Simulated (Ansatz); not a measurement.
Basis-set extrapolation for C2H2Cl2, SMILES `Cl/C=C/Cl` (PBE0-D4/def2-TZVP geometry, frozen core, the Gaussian-basis code of Ansatz). Multiplicity 1, RHF reference.

|  | def2-TZVPP | def2-QZVPP |
| --- | --- | --- |
| HF | -995.920997 | -995.949868 |
| MP2 correlation | -0.697325 | -0.756923 |
| CCSD(T) correlation | -0.773618 | not run |

Energies in hartree. Use E(X) = E(∞) + A·exp(−7.88·√X) for Hartree–Fock and E(X) = E(∞) + B·X^(−2.97) for correlation, with X = 3 and 4, and add CCSD(T) minus MP2 of the smaller set to the MP2 limit.

**Question.** What is the CCSD(T) energy at the basis-set limit?

**Answer.** HF limit: -995.949868 + (-0.028871) × 0.13774 = -995.95384. MP2 limit: -0.756923 + (-0.059598) × 0.74074 = -0.80107. Higher-order term: -0.773618 − (-0.697325) = -0.07629. Total: -996.83120 hartree, 85.7 kcal/mol below CCSD(T)/def2-TZVPP.
